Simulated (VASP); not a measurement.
# InP (F-43m) in VASP: a series of runs, part 3 of 3

VASP 6.6.1. Earlier steps stand in the parts before.

**5. Dielectric tensor, PBE**

Input file INCAR:

```
SYSTEM = InP
PREC = Accurate
ENCUT = 350
EDIFF = 1E-8
ISMEAR = 0
SIGMA = 0.01
LREAL = .False.
LASPH = .True.
NELM = 100
ALGO = Normal
ISIF = 2
LWAVE = .False.
LCHARG = .False.
GGA = PE
LEPSILON = .True.
```

Input file KPOINTS:

```
regular mesh
0
Gamma
  11 11 11
  0 0 0
```

Input file POSCAR:

```
InP
1.0
    0.0000000000      2.9305000000      2.9305000000
    2.9305000000      0.0000000000      2.9305000000
    2.9305000000      2.9305000000      0.0000000000
In P
1 1
Direct
    0.0000000000      0.0000000000      0.0000000000
    0.7500000000      0.7500000000      0.7500000000
```

Potentials or basis: VASP PAW PBE potentials, release 64 (In_d, P).

On the command line:

```console
cat potpaw_PBE.64/In_d/POTCAR potpaw_PBE.64/P/POTCAR > POTCAR
mpirun -np 1 vasp_std > vasp.out
```

OUTCAR:

```text
SYSTEM = InP
   PREC = Accurate
   ENCUT = 350
   EDIFF = 1E-8
   ISMEAR = 0
   LREAL = .False.
   LASPH = .True.
   NELM = 100
   ISIF = 2
   GGA = PE
   LEPSILON = .True.

 Found     56 irreducible k-points:

 Following reciprocal coordinates:
            Coordinates               Weight
  0.000000  0.000000  0.000000      1.000000
  0.090909  0.000000  0.000000      8.000000
  0.181818  0.000000  0.000000      8.000000
  0.272727  0.000000  0.000000      8.000000
  0.363636  0.000000  0.000000      8.000000
  0.454545  0.000000  0.000000      8.000000
   k-points           NKPTS =     56   k-points in BZ     NKDIM =     56   number of bands    NBANDS=     13
   number of dos      NEDOS =    301   number of ions     NIONS =      2
   total plane-waves  NPLWV =  21952
   dimension x,y,z NGX =    28 NGY =   28 NGZ =   28
   dimension x,y,z NGXF=    56 NGYF=   56 NGZF=   56
   ions per type =               1   1
   NGX,Y,Z   is equivalent  to a cutoff of  11.23, 11.23, 11.23 a.u.
   NGXF,Y,Z  is equivalent  to a cutoff of  22.46, 22.46, 22.46 a.u.
 SYSTEM =  InP
   PREC   = accura    normal or accurate (medium, high low for compatibility)
   ISTART =      0    job   : 0-new  1-cont  2-samecut
   ICHARG =      2    charge: 1-file 2-atom 10-const
   ISPIN  =      1    spin polarized calculation?
   LNONCOLLINEAR =      F non collinear calculations
   LSORBIT =      F    spin-orbit coupling
   LASPH  =      T    aspherical Exc in radial PAW
   ENCUT  =  350.0 eV  25.72 Ry    5.07 a.u.   6.32  6.32  6.32*2*pi/ulx,y,z
   NELM   =    100;   NELMIN=  2; NELMDL= -5     # of ELM steps
   EDIFF  = 0.1E-07   stopping-criterion for ELM
   LREAL  =      F    real-space projection
   EDIFFG = 0.1E-06   stopping-criterion for IOM
   NSW    =      0    number of steps for IOM
   IBRION =     -1    ionic relax: 0-MD 1-quasi-New 2-CG
   NFREE  =      0    steps in history (QN), initial steepest desc. (CG)
   ISIF   =      2    stress and relaxation
   ISYM   =      2    0-nonsym 1-usesym 2-fastsym
   POTIM  = 0.5000    time-step for ionic-motion
   TEBEG  =    0.0;   TEEND  =   0.0 temperature during run
[... 171 lines left out ...]
           0.000000    12.525410     0.000000
          -0.000000     0.000000    12.525410
 ------------------------------------------------------

 Free energy of the ion-electron system (eV)
  ---------------------------------------------------
  ---------------------------------------------------
  free energy    TOTEN  =        -1.65316338 eV

  energy without entropy =       -1.65316338

------------------------ aborting loop because EDIFF is reached ----------------------------------------

--------------------------------------- Ionic step        2  -------------------------------------------

------------------------ aborting loop because EDIFF is reached ----------------------------------------

--------------------------------------- Ionic step        3  -------------------------------------------

 Free energy of the ion-electron system (eV)
  ---------------------------------------------------
  ---------------------------------------------------
  free energy    TOTEN  =        -1.65316578 eV

  energy without entropy =       -1.65316578

------------------------ aborting loop because EDIFF is reached ----------------------------------------

 PIEZOELECTRIC TENSOR FIELD DIRECTION 3  (e Angst)
 -----------------------------------------------------------------------------
    -0.00043  2.58121  0.00000           (  0.00000  0.03197  0.00000)
     2.58121 -0.00043  0.00000           (  0.03197  0.00000  0.00000)
     0.00000  0.00000 -0.00165           (  0.00000  0.00000 -0.00000)

 PIEZOELECTRIC TENSOR FIELD DIRECTION 3  (C/m^2)
 -----------------------------------------------------------------------------
    -0.00014  0.82164  0.00000
     0.82164 -0.00014  0.00000
     0.00000  0.00000 -0.00053

 MACROSCOPIC STATIC DIELECTRIC TENSOR (including local field effects in DFT)
 ------------------------------------------------------
          12.060891     0.000000    -0.000000
           0.000000    12.060891     0.000000
           0.000000     0.000000    12.060891
 ------------------------------------------------------

 PIEZOELECTRIC TENSOR (including local field effects)  for field in x, y, z        (e  Angst)
          XX          YY          ZZ          XY          YZ          ZX
  --------------------------------------------------------------------------------
  x     0.00000     0.00000     0.00000     0.00000     2.58810     0.00000
  y     0.00000     0.00000     0.00000     0.00000     0.00000     2.58810
  z     0.00000     0.00000     0.00000     2.58810     0.00000     0.00000

 PIEZOELECTRIC TENSOR (including local field effects)  for field in x, y, z        (C/m^2)
          XX          YY          ZZ          XY          YZ          ZX
  --------------------------------------------------------------------------------
  x     0.00000     0.00000     0.00000     0.00000     0.82383     0.00000
  y     0.00000     0.00000     0.00000     0.00000     0.00000     0.82383
  z     0.00000     0.00000     0.00000     0.82383     0.00000     0.00000

 BORN EFFECTIVE CHARGES (including local field effects) (in |e|, cummulative output)
 ---------------------------------------------------------------------------------
 ion    1
    1     2.56634     0.00000     0.00000
    2     0.00000     2.56634     0.00000
    3     0.00000     0.00000     2.56634
 ion    2
    1    -2.56634     0.00000     0.00000
    2     0.00000    -2.56634     0.00000
    3     0.00000     0.00000    -2.56634
```

stdout:

```text
POSCAR found type information on POSCAR InP
 POSCAR found :  2 types and       2 ions
 scaLAPACK will be used
 LDA part: xc-table for (Slater+PW92), standard interpolation
 POSCAR, INCAR and KPOINTS ok, starting setup
 FFT: planning ... GRIDC
 FFT: planning ... GRID_SOFT
 FFT: planning ... GRID
 WAVECAR not read
 entering main loop
 Linear response reoptimize wavefunctions to high precision
 Linear response G [H, r] |phi>, progress :
  Direction:   1
 Linear response G [H, r] |phi>, progress :
  Direction:   2
 Linear response G [H, r] |phi>, progress :
  Direction:   3
 Linear response to external field (no local field effect), progress :
  Direction:   1
 dielectric tensor                  component  1 :    14.408     6.792     1.538
 Linear response to external field (no local field effect), progress :
  Direction:   2
 dielectric tensor                  component  2 :     6.791    15.333    -2.227
 Linear response to external field (no local field effect), progress :
  Direction:   3
 dielectric tensor                  component  3 :     1.545    -2.228     7.835
 Linear response to external field, progress :
  Direction:   1
 dielectric tensor                  component  1 :    12.061     2.817     1.454
 Linear response to external field, progress :
  Direction:   2
 dielectric tensor                  component  2 :     2.584    12.061     1.273
 Linear response to external field, progress :
  Direction:   3
 dielectric tensor                  component  3 :     2.113     2.157    12.061
 Born effective charges drift removed
```

Run time: 4.4 min. Hardware: 1 thread of Intel Xeon 6975P-C (Granite Rapids), shared host; peak memory 0.34 GiB.

The run converged, but some of its settings lie outside the range that counts as converged, so its numbers aren't taken as properties of the crystal.

What came out:

```
Band gap on the k mesh                  : 0.71 eV, direct
Electronic dielectric tensor (diagonal) : 12.06
Born charges (mean of the diagonal)     : In +2.57; P -2.57 e
```

Caveat: spin-orbit coupling is left out, which moves the levels of the heavy elements.

**6. Dielectric tensor, PBE**

Changes to INCAR since step 5:

```diff
@@ -2,3 +2,3 @@
 PREC = Accurate
-ENCUT = 350
+ENCUT = 600
 EDIFF = 1E-8
```

Input file KPOINTS:

```
regular mesh
0
Gamma
  9 9 9
  0 0 0
```

POSCAR is that of step 5.

Potentials or basis: VASP PAW PBE potentials, release 64 (In_d, P).

On the command line:

```console
cat potpaw_PBE.64/In_d/POTCAR potpaw_PBE.64/P/POTCAR > POTCAR
mpirun -np 1 vasp_std > vasp.out
```

OUTCAR:

```text
SYSTEM = InP
   PREC = Accurate
   ENCUT = 600
   EDIFF = 1E-8
   ISMEAR = 0
   LREAL = .False.
   LASPH = .True.
   NELM = 100
   ISIF = 2
   GGA = PE
   LEPSILON = .True.

 Found     35 irreducible k-points:

 Following reciprocal coordinates:
            Coordinates               Weight
  0.000000  0.000000  0.000000      1.000000
  0.111111  0.000000  0.000000      8.000000
  0.222222  0.000000  0.000000      8.000000
  0.333333  0.000000  0.000000      8.000000
  0.444444  0.000000  0.000000      8.000000
  0.111111  0.111111  0.000000      6.000000
   k-points           NKPTS =     35   k-points in BZ     NKDIM =     35   number of bands    NBANDS=     13
   number of dos      NEDOS =    301   number of ions     NIONS =      2
   total plane-waves  NPLWV =  46656
   dimension x,y,z NGX =    36 NGY =   36 NGZ =   36
   dimension x,y,z NGXF=    72 NGYF=   72 NGZF=   72
   ions per type =               1   1
   NGX,Y,Z   is equivalent  to a cutoff of  14.44, 14.44, 14.44 a.u.
   NGXF,Y,Z  is equivalent  to a cutoff of  28.88, 28.88, 28.88 a.u.
 SYSTEM =  InP
   PREC   = accura    normal or accurate (medium, high low for compatibility)
   ISTART =      0    job   : 0-new  1-cont  2-samecut
   ICHARG =      2    charge: 1-file 2-atom 10-const
   ISPIN  =      1    spin polarized calculation?
   LNONCOLLINEAR =      F non collinear calculations
   LSORBIT =      F    spin-orbit coupling
   LASPH  =      T    aspherical Exc in radial PAW
   ENCUT  =  600.0 eV  44.10 Ry    6.64 a.u.   8.28  8.28  8.28*2*pi/ulx,y,z
   NELM   =    100;   NELMIN=  2; NELMDL= -5     # of ELM steps
   EDIFF  = 0.1E-07   stopping-criterion for ELM
   LREAL  =      F    real-space projection
   EDIFFG = 0.1E-06   stopping-criterion for IOM
   NSW    =      0    number of steps for IOM
   IBRION =     -1    ionic relax: 0-MD 1-quasi-New 2-CG
   NFREE  =      0    steps in history (QN), initial steepest desc. (CG)
   ISIF   =      2    stress and relaxation
   ISYM   =      2    0-nonsym 1-usesym 2-fastsym
   POTIM  = 0.5000    time-step for ionic-motion
   TEBEG  =    0.0;   TEEND  =   0.0 temperature during run
[... 171 lines left out ...]
           0.000000    13.790407     0.000000
           0.000000    -0.000000    13.790407
 ------------------------------------------------------

 Free energy of the ion-electron system (eV)
  ---------------------------------------------------
  ---------------------------------------------------
  free energy    TOTEN  =        -1.83956306 eV

  energy without entropy =       -1.83956306

------------------------ aborting loop because EDIFF is reached ----------------------------------------

--------------------------------------- Ionic step        2  -------------------------------------------

------------------------ aborting loop because EDIFF is reached ----------------------------------------

--------------------------------------- Ionic step        3  -------------------------------------------

 Free energy of the ion-electron system (eV)
  ---------------------------------------------------
  ---------------------------------------------------
  free energy    TOTEN  =        -1.83956459 eV

  energy without entropy =       -1.83956459

------------------------ aborting loop because EDIFF is reached ----------------------------------------

 PIEZOELECTRIC TENSOR FIELD DIRECTION 3  (e Angst)
 -----------------------------------------------------------------------------
    -0.00060  2.64667  0.00000           (  0.00000  0.03030  0.00000)
     2.64667 -0.00060  0.00000           (  0.03030  0.00000  0.00000)
     0.00000  0.00000 -0.00116           (  0.00000  0.00000 -0.00000)

 PIEZOELECTRIC TENSOR FIELD DIRECTION 3  (C/m^2)
 -----------------------------------------------------------------------------
    -0.00019  0.84247  0.00000
     0.84247 -0.00019  0.00000
     0.00000  0.00000 -0.00037

 MACROSCOPIC STATIC DIELECTRIC TENSOR (including local field effects in DFT)
 ------------------------------------------------------
          13.352335    -0.000000     0.000000
          -0.000000    13.352335    -0.000000
           0.000000    -0.000000    13.352335
 ------------------------------------------------------

 PIEZOELECTRIC TENSOR (including local field effects)  for field in x, y, z        (e  Angst)
          XX          YY          ZZ          XY          YZ          ZX
  --------------------------------------------------------------------------------
  x     0.00000     0.00000    -0.00000     0.00000     2.65595     0.00000
  y     0.00000     0.00000    -0.00000     0.00000     0.00000     2.65595
  z     0.00000    -0.00000     0.00000     2.65595     0.00000     0.00000

 PIEZOELECTRIC TENSOR (including local field effects)  for field in x, y, z        (C/m^2)
          XX          YY          ZZ          XY          YZ          ZX
  --------------------------------------------------------------------------------
  x     0.00000     0.00000    -0.00000     0.00000     0.84543     0.00000
  y     0.00000     0.00000    -0.00000     0.00000     0.00000     0.84543
  z     0.00000    -0.00000     0.00000     0.84543     0.00000     0.00000

 BORN EFFECTIVE CHARGES (including local field effects) (in |e|, cummulative output)
 ---------------------------------------------------------------------------------
 ion    1
    1     2.60204     0.00000    -0.00000
    2    -0.00000     2.60204     0.00000
    3    -0.00000    -0.00000     2.60204
 ion    2
    1    -2.60204    -0.00000     0.00000
    2     0.00000    -2.60204    -0.00000
    3     0.00000     0.00000    -2.60204
```

It took 4.7 min on 1 thread of Intel Xeon 6975P-C (Granite Rapids), shared host; peak memory 0.43 GiB.

These settings aren't checked as converged: the numbers below hold their error.

What came out:

| Item | Value |
| --- | --- |
| Band gap on the k mesh | 0.71 eV, direct |
| Electronic dielectric tensor (diagonal) | 13.35 |
| Born charges (mean of the diagonal) | In +2.60; P -2.60 e |

Caveat: spin-orbit coupling is left out, which moves the levels of the heavy elements.

**7. For comparison**

An earlier run on the cell as given: functional PBEsol; potentials or basis VASP PAW PBE potentials, release 64 (In_d, P); cutoff 520 eV; k mesh 8 × 8 × 8; occupations fermi-dirac, width 0.05 eV; no spin polarisation.

- Pressure: 0.6 GPa
- Band gap on the k mesh: 0.61 eV, direct
